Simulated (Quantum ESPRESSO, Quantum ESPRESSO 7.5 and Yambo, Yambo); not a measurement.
**How the form of the self-energy moves the gap of BeTe (F-43m)**

How much does the gap of BeTe (F-43m) depend on the approximation to the self-energy?

Main program and level: Quantum ESPRESSO 7.5 and Yambo 5.3.0; PBE and many-body steps on it, plane waves.

The database entry behind the starting cell differs from later determinations by our own check (an axis about 1.5 % short against later determinations), so it need not match the best structure at ambient conditions.

## (1) Starting point

It takes space group F-43m (No. 216, cubic). The conventional cell has a = 5.540 Å, b = 5.540 Å, c = 5.540 Å, α = 90.00°, β = 90.00°, γ = 90.00°. Be has 4 Te at 2.40 Å nearest. Nearest to Te lie 4 Be at 2.40 Å. Farther neighbours and most contacts between anions are not listed.

The cell and positions come from the Crystallography Open Database and are kept as given unless a step says otherwise. Spin-orbit coupling is left out unless a step names it.

## (2) Empty states on the mesh, 4×4×4 mesh, 283 bands

This step: Quantum ESPRESSO 7.5; DFT, PBE, plane waves, norm-conserving pseudopotentials.

The sums over transitions need many empty states on a uniform mesh; this step solves for them.

pw.in

```
&control
  calculation = 'nscf'
  prefix = 'x'
  outdir = 'o'
  pseudo_dir = 'pseudo'
/
&system
  ibrav = 0
  nat = 2
  ntyp = 2
  ecutwfc = 76.0
  nbnd = 283
  force_symmorphic = .true.
/
&electrons
  conv_thr = 1e-9
  electron_maxstep = 80
  diago_full_acc = .true.
  diago_thr_init = 5e-6
/
ATOMIC_SPECIES
  Be 9.012 Be.upf
  Te 127.6 Te.upf
CELL_PARAMETERS angstrom
  0.0000000000 2.7700000000 2.7700000000
  2.7700000000 0.0000000000 2.7700000000
  2.7700000000 2.7700000000 -0.0000000000
ATOMIC_POSITIONS crystal
  Be 0.0000000000 0.0000000000 0.0000000000
  Te 0.2500000000 0.2500000000 0.2500000000
K_POINTS automatic
  4 4 4 0 0 0
```

Started as:

```
> OMP_NUM_THREADS=1 mpirun -n 4 pw.x -nk 4 -in pw.in > pw.out
```

Output:

```text
Program PWSCF v.7.5 starts

     This program is part of the open-source Quantum ESPRESSO suite
     for quantum simulation of materials; please cite
         "P. Giannozzi et al., J. Phys.:Condens. Matter 21 395502 (2009);
         "P. Giannozzi et al., J. Phys.:Condens. Matter 29 465901 (2017);
         "P. Giannozzi et al., J. Chem. Phys. 152 154105 (2020);
     in publications or presentations arising from this work. More details at

     Atomic positions and unit cell read from directory:
     o/x.save/

     Message from routine setup:
[...]
k =-0.3536-0.3536 0.3536 (  3214 PWs)   bands (ev):

[...]
73.3422  74.1205  74.1205  77.0629  77.6512  77.6512  78.6341  79.8585
     [... 24 further rows ...]
   191.2705 191.2705 192.7222 193.6850 195.8085 195.8085 198.5706 198.6895
   198.6895 199.4281 199.4281

          k = 0.3536 0.0000 0.0000 (  3207 PWs)   bands (ev):

     [... further k-points ...]

     highest occupied, lowest unoccupied level (ev):     8.4374   10.3016

     XML data file, pseudopotentials, collected wavefunctions

=------------------------------------------------------------------------------=
   JOB DONE.
=------------------------------------------------------------------------------=
```

Run time: 19 s. Hardware: 4 MPI ranks of Arm Neoverse V2, shared host; peak memory 0.53 GiB.

This step gave:

| Item | Value |
| --- | --- |
| gap | 1.864 eV |
| k of the valence top | 0, 0, 0 |
| k of the conduction bottom | 0, -0.5, -0.5 |
| least direct gap | 3.606 eV |
| k points computed | 8 |
| lowest point of the top converged band, above the valence top | 185.0245 eV |

On this mesh the gap is 1.864 eV.

The density comes from a self-consistent run that is not shown.

## (3) Conversion and set-up

This step: Yambo 5.3.0; conversion and set-up on PBE, plane waves, norm-conserving pseudopotentials.

The states are converted to the many-body program's format and the q mesh is built.

Started as:

```
> (cd o/x.save; p2y > p2y.log; mv SAVE ../..); yambo > setup.log
```

Output:

```text
 Yambo, version 5.3.0

 [02] CORE Variables Setup
 =========================

  [02.01] Unit cells
  ==================

  Cell kind             :  FCC
  Atoms in the cell     :  Be  Te
  number of Be atoms    :  1
  number of Te atoms    :  1

  List of atomic masses
  Mass of Be    :  9.012000
  Mass of Te    :  127.6000

  List of atomic coordinates    : [cc]
  Be1       :  0.000000  0.000000  0.000000  order 1
  Te1       :  2.617271  2.617271  2.617271  order 2

  Alat factors          :  5.234541  5.234541  5.234541 [a.u.]
  Direct lattice volume :  286.8573 [a.u.]
[...]
==========================================

 IBZ Q-points                                      :   8
 BZ  Q-points                                      :   64

 K/Q-points units:
 rlu = crystal or reduced units; cc = cartesian coordinates; iku = interal k-units

 Q [1]          [rlu]:  0.000000  0.000000  0.000000
 Q [2]          [rlu]: -0.61447E-17 -0.61447E-17  0.25000
 Q [3]          [rlu]:  0.12289E-16  0.12289E-16 -0.50000
[...]
Q [7]          [rlu]: -0.44291E-16 -0.50000     -0.50000
 Q [8]          [rlu]:  0.250000 -0.500000 -0.250000

  [03.01] X indexes
  =================

   [03.01.01] Sigma indexes
   ========================

 [06] Game Over & Game summary
```

Elapsed: 1.9 s, on 1 MPI rank; peak memory 0.24 GiB.

## (4) G0W0, Godby-Needs plasmon pole

G0W0 replaces the xc potential by the self-energy, built once from these orbitals. Only a window of levels is corrected, while the sums run over the empty bands that the input names.

This step: G0W0 on PBE, plane waves, norm-conserving pseudopotentials.

gw2.in

```
HF_and_locXC
gw0
dyson
ppa
em1d
rim_cut
RandQpts= 1000000
RandGvec= 1 RL
EXXRLvcs= 76 Ry
VXCRLvcs= 304 Ry
Chimod= "HARTREE"
% BndsRnXp
 1 | 121 |
%
NGsBlkXp= 10.5 Ry
% LongDrXp
 1 | 1 | 1 |
%
% GbndRnge
 1 | 121 |
%
DysSolver= "n"
ExtendOut
PPAPntXp= 27.21138 eV
% QPkrange
 1 | 1 | 9 | 12 |
 7 | 7 | 9 | 12 |
%
```

Started as:

```
> OMP_NUM_THREADS=1 mpirun -n 4 yambo -F gw2.in -J gw2 -C gw2 > gw2.log
```

Output:

```text
 Yambo, version 5.3.0

 [02] CORE Variables Setup
 =========================

  [... cell, symmetries and grids as in the set-up ...]

  [02.05] Energies & Occupations
  ==============================

  [X] === General ===
  [X] Electronic Temperature                        :  0.000000  0.000000 [eV K]
  [X] Bosonic    Temperature                        :  0.000000  0.000000 [eV K]
  [X] Finite Temperature mode                       : no
  [X] El. density                                   :  0.47050E+24 [cm-3]
  [X] Fermi Level                                   :  8.437427 [eV]

  [X] === Gaps and Widths ===
  [X] Conduction Band Min                           :  1.864207 [eV]
  [X] Valence Band Max                              :  0.000000 [eV]
  [X] Filled Bands                                  :  10
  [X] Empty Bands                                   :   11  283
  [X] Direct Gap                                    :  3.605898 [eV]
  [X] Direct Gap localized at k                     :  1
  [X] Indirect Gap                                  :  1.864207 [eV]
  [X] Indirect Gap between kpts                     :   1   7
  [X] Last valence band width                       :  3.441678 [eV]
  [X] 1st conduction band width                     :  3.469896 [eV]

 [03] Transferred momenta grid and indexing
 ==========================================

 IBZ Q-points                                      :   8
 BZ  Q-points                                      :   64

 K/Q-points units:
 rlu = crystal or reduced units; cc = cartesian coordinates; iku = interal k-units

 Q [1]          [rlu]:  0.000000  0.000000  0.000000
 Q [2]          [rlu]: -0.61447E-17 -0.61447E-17  0.25000
 Q [3]          [rlu]:  0.12289E-16  0.12289E-16 -0.50000
 Q [4]          [rlu]:  0.22146E-16  0.25000      0.25000
 Q [5]          [rlu]: -0.24636E-16  0.25000      0.50000
 Q [6]          [rlu]:  0.12289E-16  0.25000     -0.25000
 Q [7]          [rlu]: -0.44291E-16 -0.50000     -0.50000
 Q [8]          [rlu]:  0.250000 -0.500000 -0.250000

 [04] Coloumb potential Random Integration (RIM)
 ===============================================

  [04.01] RIM initialization
  ==========================

  * Diagonal components only detected *

  8 x (sBL volume)        :  0.108090 [a.u.]
  sBZ random points       :  1000000
  Points outside the sBZ  :   7987327
  RL volume               :  0.864716 [a.u.]
  Integrated volume       :  0.866088 [a.u.]

  [04.02] RIM integrals
  =====================

  Gamma point sphere radius             :  0.086406 [a.u.]
  Points outside the sphere             :   799513
  [Int_sBZ(q=0) 1/q^2]*(Vol_sBZ)^(-1/3) =:  7.764325
                                 should be <:  7.795600

  Summary of Coulomb integrals for non-metallic bands |Q|[au] RIM/Bare

  Q [1] 0.100000E-4 0.995988 * Q [2] 0.259879 1.065884
  Q [4] 0.300083 1.064810 * Q [6] 0.424381 1.027704
  Q [5] 0.497631 1.020409 * Q [3] 0.519759 1.018308
  Q [7] 0.600166 1.014905 * Q [8] 0.671006 1.011860

 [WARNING] [Xp] User bands 1-121 break level degeneracy

 [05] Dipoles
 ============

  [05.01] Setup: observables and procedures
  =========================================

 [06] Dynamic Dielectric Matrix (PPA)
 ====================================

 [WR./gw2//ndb.pp]---------------------------------------------------------------
  Brillouin Zone Q/K grids (IBZ/BZ)                :    8   64    8   64
  RL vectors                                       :   3943 [WF]
  Coulomb cutoff potential                         : none
  Electronic Temperature                           :  0.000000 [K]
  Bosonic    Temperature                           :  0.000000 [K]
  PPA    diel. fun.  energies                      : Perdew, Burke & Ernzerhof(X)+Perdew, Burke & Ernzerhof(C)
  wavefunctions                                    : Perdew, Burke & Ernzerhof(X)+Perdew, Burke & Ernzerhof(C)
  Global Gauge                                     : length
  X matrix size                                    :  181
  X band range                                     :    1  121
  X e/h energy range                               : -1.000000 -1.000000 [eV]
  X Time ordering                                  : R
  X Hxc Kernel                                     : HARTREE
  X Drude frequency                                :  0.000000  0.000000
  X poles                                          :  100.0000 [o/o]
  RL vectors in the sum                            :   3943
  [r,Vnl] included                                 : yes
  Field direction                                  :  0.577350E-5  0.577350E-5  0.577350E-5
  BZ energy Double Grid                            : no
  BZ energy DbGd points                            : 0
  BZ Q point size factor                           : -1.000000
  X Optical Averaged directions                    : none

 [07] Local Exchange-Correlation + Non-Local Fock
 ================================================

 [VXC] Plane waves :  25749
 [EXS] Plane waves :   3215

 QP @ state[ 1 ] K range:  1  1
 QP @ state[ 1 ] b range:   9  12
 QP @ state[ 2 ] K range:   7   7
 QP @ state[ 2 ] b range:   9  12

 [xc] Functional : Perdew, Burke & Ernzerhof(X)+Perdew, Burke & Ernzerhof(C)
 [xc] LIBXC used to calculate xc functional
  PP Number of Atomic Species                      :  2
  NLCC RL compoments                               :  25749
  PP Number of Atomic Species                      :  2
  NLCC RL compoments                               :  25749

 [xc] E_xc :  -12.33430 [Ha]
      E_xc :  -24.66860 [Ry]

  Local XC kind (lXC) : Perdew, Burke & Ernzerhof(X)+Perdew, Burke & Ernzerhof(C)
  Non-Local XC kind (nlXC) : Hartree-Fock

  Corrections @ K [1] :  [eV]
 <9|nlXC|9> = -15.32537 -0.65840E-17 <9|lXC|9> = -12.66958 -0.75527E-15
 <10|nlXC|10> = -15.32525  0.26063E-17 <10|lXC|10> = -12.66958  0.18881E-15
 <11|nlXC|11> = -5.826542 -0.23834E-18 <11|lXC|11> = -10.43606  0.37369E-19
 <12|nlXC|12> = -5.826787  0.31771E-17 <12|lXC|12> = -10.43606  0.18882E-15

  Corrections @ K [7] :  [eV]
 <9|nlXC|9> = -14.87692  0.81457E-17 <9|lXC|9> = -11.44079 -0.14023E-19
 <10|nlXC|10> = -14.87696 -0.11399E-16 <10|lXC|10> = -11.44079 -0.94408E-16
 <11|nlXC|11> = -5.042728 -0.53954E-17 <11|lXC|11> = -8.978121 -0.36514E-16
 <12|nlXC|12> = -5.563483 -0.15817E-17 <12|lXC|12> = -9.758901  0.59003E-16

 [08] Dyson equation: Newton solver
 ==================================

  [08.01] G0W0 (W PPA)
  ====================

  [  GW  ] Bands range     :    1  121
  [GW/PPA] G damping       :  0.100000 [eV]

  QP @ state[ 1 ] K range:  1  1
  QP @ state[ 1 ] b range:   9  12
  QP @ state[ 2 ] K range:   7   7
  QP @ state[ 2 ] b range:   9  12

   Sc/G bands                                       :    1  121
   Sc/G damping                                     :  0.100000 ev
   Sc bands terminator                              : no
   Sx RL components                                 :   3215

   QP @ state[ 1 ] K range                          :  1  1
   QP @ state[ 1 ] b range                          :   9  12
   QP @ state[ 2 ] K range                          :   7   7
   QP @ state[ 2 ] b range                          :   9  12
   GF energies kind                                 : Perdew, Burke & Ernzerhof(X)+Perdew, Burke & Ernzerhof(C)
   GF WF`s kind                                     : Perdew, Burke & Ernzerhof(X)+Perdew, Burke & Ernzerhof(C)
   Xs energies kind                                 : Perdew, Burke & Ernzerhof(X)+Perdew, Burke & Ernzerhof(C)
   Xs WF`s kind                                     : Perdew, Burke & Ernzerhof(X)+Perdew, Burke & Ernzerhof(C)

 [11] Game Over & Game summary
```

The job ended after 46 s (4 MPI ranks; peak memory 1.5 GiB; 3 min of CPU time).

This step gave:

```yaml
g0w0_gap_on_the_points_computed: 3.235 eV
starting_gap_on_the_mesh: 1.864 eV
k_of_the_valence_top: 0, 0, 0
k_of_the_conduction_bottom: 0, -0.5, -0.5
least_direct_g0w0_gap_on_the_computed_points: 5.248 eV
z_at_the_valence_top: 0.8091
z_at_the_conduction_bottom: 0.8203
```

The gap on the mesh goes from 1.86 eV to 3.23 eV, a correction of +1.37 eV.

(Part 1 of 2 ends here.)

[Paths, hosts, dates, memory and timing lines, banners, echoed tables and standing remarks are left out of the program output.]

[Logs are printed without paths, hosts, clocks, repeated set-up lines and the standing remarks that a program may print on its own settings, such as how far it seeks lower states.]

[Runs of the session that timed out or met a known fault of the program may be left out.]

[Hosts, paths, dates, database ids (printed as entryN), source tags and the programs' standing remarks are cut or masked in the printed files.]
